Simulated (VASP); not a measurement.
# HfB (Fm-3m) in VASP: notebook, part 2 of 2

VASP 6.6.1. The steps go on from the part before.

### Step 3. Elastic constants, PBEsol

Contents of POSCAR:

```
HfB
1.0
    0.0000000000      2.3100000000      2.3100000000
    2.3100000000      0.0000000000      2.3100000000
    2.3100000000      2.3100000000      0.0000000000
Hf B
1 1
Direct
    0.5000000000      0.5000000000      0.5000000000
    0.0000000000      0.0000000000      0.0000000000
```

Contents of INCAR.step1:

```
  ALGO = Normal
  EDIFF = 1E-8
  EDIFFG = -0.002
  ENCUT = 600
  GGA = PS
  IBRION = 2
  ISIF = 3
  ISMEAR = 0
  LASPH = T
  LCHARG = F
  LREAL = F
  LWAVE = F
  NELM = 60
  NSW = 40
  PREC = Accurate
  SIGMA = 0.02
```

Contents of INCAR.step2:

```
  ALGO = Normal
  EDIFF = 1E-8
  ENCUT = 600
  GGA = PS
  IBRION = 6
  ISIF = 3
  ISMEAR = 0
  LASPH = T
  LCHARG = F
  LREAL = F
  LWAVE = F
  NELM = 60
  NFREE = 2
  NSW = 1
  POTIM = 0.015
  PREC = Accurate
  SIGMA = 0.02
```

Contents of KPOINTS:

```
k-points
0
Gamma
  7 7 7
```

Potentials or basis: VASP PAW PBE potentials, release 64 (Hf_pv, B).

Started as:

```sh
cat potpaw_PBE.64/Hf_pv/POTCAR potpaw_PBE.64/B/POTCAR > POTCAR
cp INCAR.step1 INCAR
mpirun -np 1 vasp_std > vasp.out
cp CONTCAR POSCAR
cp INCAR.step2 INCAR
mpirun -np 1 vasp_std > vasp.out
```

It took 2.6 min on 1 thread of AMD EPYC 9R45 (Zen 5), shared host; peak memory 0.18 GiB.

Results (log left out):

* Relaxed volume: 13.75 Å³/atom
* Relaxed cell: a = 3.388 Å, b = 3.388 Å, c = 3.388 Å, α = 60.00°, β = 60.00°, γ = 60.00°
* Space group after relaxing (to 0.05 Å): Fm-3m (No. 225)
* Elastic constants C11, C12, C44: 421, 60, 36 GPa
* Voigt bulk modulus: 180 GPa
* Highest phonon frequency at Γ, LO-TO splitting left out: 469 cm⁻¹

The path:
```tsv
step	energy change (eV)	largest force (eV/Å)	pressure (GPa)	volume (Å³)
1	0.0000	0.0000	24.37	24.65
2	0.1234	0.0000	-20.18	31.97
3	-0.1967	0.0000	-0.60	27.59
4	-0.1969	0.0000	-0.06	27.51
5	-0.1968	0.0000	0.33	27.45
6	-0.1968	0.0000	0.32	27.45
7	-0.1968	0.0000	0.29	27.46
8	-0.1968	0.0000	0.29	27.46
9	-0.1968	0.0000	0.29	27.46
10	-0.1968	0.0000	0.29	27.46
11	-0.1968	0.0000	0.29	27.46
12	-0.1968	0.0000	0.28	27.46
13	-0.1968	0.0000	0.27	27.46
14	-0.1968	0.0000	0.24	27.46
15	-0.1968	0.0000	0.19	27.47
16	-0.1969	0.0000	0.08	27.49
17	-0.1968	0.0000	-0.13	27.52
18	-0.1969	0.0000	0.00	27.50
```

Final structure:
```yaml
crystal:
  lattice:
    - [0.00000, 2.39569, 2.39569]
    - [2.39569, 0.00000, 2.39569]
    - [2.39569, 2.39569, 0.00000]
  atoms:
    - { symbol: Hf, position: [0.50000, 0.50000, 0.50000] }
    - { symbol: B, position: [0.00000, 0.00000, 0.00000] }
```

Phonon frequencies in cm⁻¹ (negative: imaginary):
| q point | frequencies |
| --- | --- |
| (0.000, 0.000, 0.000) | 0 0 0 469 469 469 |

Elastic tensor in Voigt notation (GPa, in the Cartesian axes of the cell as first typed):
```
421  60  60   0   0   0
 60 421  60   0   0   0
 60  60 421   0   0   0
  0   0   0  36   0   0
  0   0   0   0  36   0
  0   0   0   0   0  36
```

Clamped-ion elastic tensor (GPa):
```
421  60  60   0   0   0
 60 421  60   0   0   0
 60  60 421   0   0   0
  0   0   0  36   0   0
  0   0   0   0  36   0
  0   0   0   0   0  36
```

Caveat: the PAW data sets were made with another functional, which shifts forces and pressure a little.

### Step 4. Equation of state, PBE+D3(BJ), 13.25 Å³/atom (a relaxed cell with its volume scaled by 0.96)

Contents of INCAR:

```
SYSTEM = HfB
ALGO     = Normal         ! electronic algorithm
EDIFF    = 1E-7           ! SCF threshold, eV
ENCUT    = 520            ! plane-wave cutoff, eV
GGA      = PE             ! functional
ISIF     = 2              ! what is computed and relaxed
ISMEAR   = -1             ! smearing method
IVDW     = 12             ! dispersion correction
LASPH    = .True.         ! aspherical terms in the spheres
LCHARG   = .False.        ! write CHGCAR
LREAL    = .False.        ! projectors in reciprocal space
LWAVE    = .False.        ! write WAVECAR
NELM     = 60             ! most SCF steps
PREC     = Accurate       ! precision mode
SIGMA    = 0.05           ! smearing width, eV
```

Contents of KPOINTS:

```
k-points
0
Gamma
  8 8 8
  0 0 0
```

Contents of POSCAR:

```
HfB                                     
1.0
    0.0000000000      2.3662019567      2.3662019567
    2.3662019567     -0.0000000000      2.3662019567
    2.3662019567      2.3662019567     -0.0000000000
  Hf              B             
     1     1
Direct
     0.5000000000000000    0.5000000000000000    0.5000000000000000
     0.0000000000000000    0.0000000000000000    0.0000000000000000
```

Started as:

```sh
cat potpaw_PBE.64/Hf_pv/POTCAR potpaw_PBE.64/B/POTCAR > POTCAR
mpirun -np 1 vasp_std > vasp.out
```

It took 9.3 s on 1 thread of Intel Xeon Platinum 8375C at 2.90GHz (Ice Lake), shared host; peak memory 0.17 GiB.

The run converged. Its results:

- Free energy: -18.1329 eV
- Pressure: 8.0 GPa
- Band gap on the k mesh: none (metal or under the smearing width)
- Dispersion energy per atom: -0.371 eV

Caveat: pairwise dispersion overbinds metals, which lowers pressure and volume.

### Step 5. Equation of state, PBE+D3(BJ), 13.52 Å³/atom (a relaxed cell with its volume scaled by 0.98)

INCAR is that of step 4.

KPOINTS is that of step 4.

Contents of POSCAR:

```
HfB                                     
1.0
    0.0000000000      2.3825211066      2.3825211066
    2.3825211066     -0.0000000000      2.3825211066
    2.3825211066      2.3825211066     -0.0000000000
  Hf              B             
     1     1
Direct
     0.5000000000000000    0.5000000000000000    0.5000000000000000
     0.0000000000000000    0.0000000000000000    0.0000000000000000
```

Started as:

```sh
cat potpaw_PBE.64/Hf_pv/POTCAR potpaw_PBE.64/B/POTCAR > POTCAR
mpirun -np 1 vasp_std > vasp.out
```

Wall time 9.3 s (1 thread of Intel Xeon Platinum 8375C at 2.90GHz (Ice Lake), shared host); peak memory 0.17 GiB.

The run converged. Its results:

* Free energy: -18.1532 eV
* Pressure: 3.8 GPa
* Band gap on the k mesh: none (metal or under the smearing width)
* Dispersion energy per atom: -0.363 eV

Caveat: pairwise dispersion overbinds metals, which lowers pressure and volume.

### Step 6. Equation of state, PBE+D3(BJ), 13.80 Å³/atom

INCAR is that of step 5.

KPOINTS is that of step 5.

Contents of POSCAR:

```
HfB                                     
1.0
    0.0000000000      2.3986197105      2.3986197105
    2.3986197105     -0.0000000000      2.3986197105
    2.3986197105      2.3986197105     -0.0000000000
  Hf              B             
     1     1
Direct
     0.5000000000000000    0.5000000000000000    0.5000000000000000
     0.0000000000000000    0.0000000000000000    0.0000000000000000
```

Potentials or basis: VASP PAW PBE potentials, release 64 (Hf_pv, B).

Started as:

```sh
cat potpaw_PBE.64/Hf_pv/POTCAR potpaw_PBE.64/B/POTCAR > POTCAR
mpirun -np 1 vasp_std > vasp.out
```

Wall time 9.5 s (1 thread of Intel Xeon Platinum 8375C at 2.90GHz (Ice Lake), shared host); peak memory 0.17 GiB.

Results (log left out):

* Free energy: -18.1598 eV
* Pressure: 0.0 GPa
* Band gap on the k mesh: none (metal or under the smearing width)
* Dispersion energy per atom: -0.356 eV

Caveat: pairwise dispersion overbinds metals, which lowers pressure and volume.

### Step 7. Equation of state, PBE+D3(BJ), 14.08 Å³/atom (a relaxed cell with its volume scaled by 1.02)

INCAR is that of step 6.

KPOINTS is that of step 6.

Contents of POSCAR:

```
HfB                                     
1.0
    0.0000000000      2.4145050722      2.4145050722
    2.4145050722     -0.0000000000      2.4145050722
    2.4145050722      2.4145050722     -0.0000000000
  Hf              B             
     1     1
Direct
     0.5000000000000000    0.5000000000000000    0.5000000000000000
     0.0000000000000000    0.0000000000000000    0.0000000000000000
```

Started as:

```sh
cat potpaw_PBE.64/Hf_pv/POTCAR potpaw_PBE.64/B/POTCAR > POTCAR
mpirun -np 1 vasp_std > vasp.out
```

It took 9.5 s on 1 thread of Intel Xeon Platinum 8375C at 2.90GHz (Ice Lake), shared host; peak memory 0.16 GiB.

It converged, with:

```
Free energy                : -18.1540 eV
Pressure                   : -3.4 GPa
Band gap on the k mesh     : none (metal or under the smearing width)
Dispersion energy per atom : -0.348 eV
```

Caveat: pairwise dispersion overbinds metals, which lowers pressure and volume.

### Step 8. Equation of state, PBE+D3(BJ), 14.35 Å³/atom (a relaxed cell with its volume scaled by 1.04)

INCAR is that of step 7.

KPOINTS is that of step 7.

Contents of POSCAR:

```
HfB                                     
1.0
    0.0000000000      2.4301841159      2.4301841159
    2.4301841159     -0.0000000000      2.4301841159
    2.4301841159      2.4301841159     -0.0000000000
  Hf              B             
     1     1
Direct
     0.5000000000000000    0.5000000000000000    0.5000000000000000
     0.0000000000000000    0.0000000000000000    0.0000000000000000
```

Started as:

```sh
cat potpaw_PBE.64/Hf_pv/POTCAR potpaw_PBE.64/B/POTCAR > POTCAR
mpirun -np 1 vasp_std > vasp.out
```

Run time: 10 s. Hardware: 1 thread of Intel Xeon Platinum 8375C at 2.90GHz (Ice Lake), shared host; peak memory 0.16 GiB.

The run converged. Its results:

```yaml
Free_energy: -18.1369 eV
Pressure: -6.5 GPa
Band_gap_on_the_k_mesh: none (metal or under the smearing width)
Dispersion_energy_per_atom: -0.341 eV
```

Caveat: pairwise dispersion overbinds metals, which lowers pressure and volume.

### Step 9. Equation of state, PBE+D3(BJ)

This run uses another cell than the first one, of 13.80 Å³/atom, 1.120 times its volume.

Potentials or basis: VASP PAW PBE potentials, release 64 (Hf_pv, B).

This step only gathers the single runs of the series.

Results:

```
Equilibrium volume                      : 13.80 Å³/atom
Bulk modulus                            : 180 GPa
Pressure derivative of the bulk modulus : 3.9 (rough: it moves with the points fitted)
```

Energy against volume, from the lowest point:
```csv
volume (Å³/atom),energy (meV/atom)
13.248,13.45
13.524,3.31
13.800,0.00
14.076,2.91
14.352,11.44
```

The run has no spin-orbit coupling, so splittings on Hf are missing.
